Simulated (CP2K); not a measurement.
Runs of CP2K 2026.2 on SnTe. Symmetry: Fm-3m, No. 225, cubic system. Conventional cell: a = 6.302 Å, b = 6.302 Å, c = 6.302 Å, α = 90.00°, β = 90.00°, γ = 90.00°. Around Te (site symmetry m-3m) lie 6 Sn at 3.15 Å. Sn (site symmetry m-3m) is surrounded by 6 Te at 3.15 Å. 

| level | cutoff of the non-local correlation (Ry) | pressure (GPa) |
| --- | --- | --- |
| LDA | - | 1.9 |
| PBEsol | - | 1.8 |
| optB88-vdW | 300 | 4.5 |
| HLE17 | - | 1.8 |
| vdW-DF-cx | 300 | 2.8 |
| BEEF-vdW | 300 | (a) |

Alike in all rows: task band structure; potentials or basis POTENTIAL_UZH Te GTH-PBE-q6, Sn GTH-PBE-q4; TZVP-MOLOPT-PBE-GTH basis; no spin polarisation; cell as given; k mesh 7 × 7 × 7; smearing fermi-dirac 0.05 eV.

Estimate the missing entries.

(a) 3.9.

Caveats: the potentials were made for another functional, which shifts forces and pressure; the basis of atomic orbitals isn't converged, which shifts pressures, moduli and gaps; the potentials were made for a functional far from this one (some runs).

Runs at the PBE level aren't shown here.
